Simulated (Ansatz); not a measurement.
The system is PtS2.

```
Pt S
1.0
     3.54320    0.00000    0.00000
    -1.77160    3.06850    0.00000
     0.00000    0.00000    5.03880
Pt S
1 2
Direct
  0.00000 0.00000 0.00000
  0.66667 0.33333 0.77300
  0.33333 0.66667 0.22700
```

Program: Ansatz 0.2.0. Alike in all runs: level PBE; potentials or basis Ansatz PAW; cell as given; cutoff (eV) 420. Hardware: 2 threads of Intel(R) Xeon(R) Platinum 8259CL CPU @ 2.50GHz (Skylake/Cascade Lake), on a shared host.

**Question.** Order these runs on this cell by their wall time, lowest first.
A. task band structure; spin off; k mesh 9 × 9 × 5; smearing fermi-dirac 0.05 eV; points for each segment of the path 14
B. task single point; spin off; k mesh 9 × 9 × 5; smearing gaussian 0.011 eV
C. task band structure; spin SOC, no magnetisation; k mesh 7 × 7 × 4; smearing fermi-dirac 0.05 eV; points for each segment of the path 14

**Answer.** B (1.2 s), A (2.6 s), C (21 s).
